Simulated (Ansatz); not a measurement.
# Si (Silicon): the cost of one run

Method: DFT PBEsol, frozen-core PAW, scalar-relativistic unless said, in Ansatz 0.2.0.

1 further run of the same task is left out (it didn't finish).

## (1) The system as given

It takes space group P6_3/mmc (No. 194, hexagonal). The conventional cell has a = 2.444 Å, b = 2.444 Å, c = 4.152 Å, α = 90.00°, β = 90.00°, γ = 120.00°. Around Si (site symmetry -6m2) lie 12 Si at 2.44 to 2.51 Å.

Structure file:

```cif
data_structure
_symmetry_space_group_name_H-M 'P6_3/mmc'
_symmetry_Int_Tables_number 194
_cell_length_a 2.4440
_cell_length_b 2.4440
_cell_length_c 4.1520
_cell_angle_alpha 90.000
_cell_angle_beta 90.000
_cell_angle_gamma 120.000
_cell_volume 21.48
loop_
_atom_site_label
_atom_site_type_symbol
_atom_site_symmetry_multiplicity
_atom_site_Wyckoff_symbol
_atom_site_fract_x
_atom_site_fract_y
_atom_site_fract_z
_atom_site_occupancy
Si1 Si 2 c 0.33333 0.66667 0.25000 1
```

Cartesian axes are those of the input's lattice vectors. The structure goes back to a database entry.

## (2) Cell and atoms relaxed, PAW

Input file input.yaml:

```yaml
crystal:
  lattice:
    - [2.44399999998, 0.0, 0.0]
    - [-1.22199999999, 2.11656608683, 0.0]
    - [0.0, 0.0, 4.152]
  atoms:
    - { symbol: Si, position: [0.333333333333, 0.666666666667, 0.25] }
    - { symbol: Si, position: [0.666666666667, 0.333333333333, 0.75] }
kpoints:
  mp_grid: { grid: [22, 22, 12] }
scf:
  occupations: { method: fermi_dirac, width: 0.1 }
hamiltonian:
  xc: pbesol
  pseudopotentials: { kind: paw }
relax:
  f_tol: 0.002
  max_steps: 80
  cell: {}
output:
  forces: true
  stress: true
```

Launch:

```console
$ ansatz run input.yaml --threads 1 --pin off --max-ram 2048MiB --backend cpu --events-out ev --progress --plain --runs-dir out
```

**Question.** How long does this run take on 1 thread of Intel Xeon Platinum 8488C (Sapphire Rapids), shared host, and how much memory does it need?

About 26 s, with a peak of 0.46 GiB.
